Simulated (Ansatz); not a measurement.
## AlN: pressure against volume

AlN, P6_3mc, a = 3.130 Å, c = 5.018 Å. Ansatz: PBE, PAW, 420 eV, Γ-centred 12×12×6 mesh on 4 atoms, Gaussian smearing 0.02 eV; no spin polarisation. Shape and atoms are relaxed at each volume; pressure is positive in compression.

```
V (Å³/atom) P (GPa)
     10.007        ?
     10.326     6.24
     10.645     0.00
     10.965    -5.38
     11.284   -10.02
```

Take V0 = 10.645 Å³/atom, fit the third-order Birch–Murnaghan form to the other rows, and predict the missing pressure.

With the Eulerian strain f = ½[(V0/V)^(2/3) − 1] and y = P/[3f(1 + 2f)^(5/2)], the form is the line y = B0 + 1.5 B0 (B0′ − 4) f. Rows (f, y): 0.01025, 192.9; -0.00978, 192.7; -0.01906, 193.1. Means f = -0.006197, y = 192.90; Σ(Δf)² = 0.0004488, ΣΔfΔy = -0.001856; the slope is their ratio. y = 192.9 − 4.135 f GPa, so B0 = 192.9 GPa and B0′ = 4 + 2 × (-4.135)/(3 × 192.9) = 3.99. At V = 10.007, f = 0.02103, y = 192.81 and P = 13.48 GPa. The run gave 13.43 GPa, so the fit is 0.05 GPa too high, a small miss on the scale of the series. The form still works here, 33 % of the fitted range beyond its end.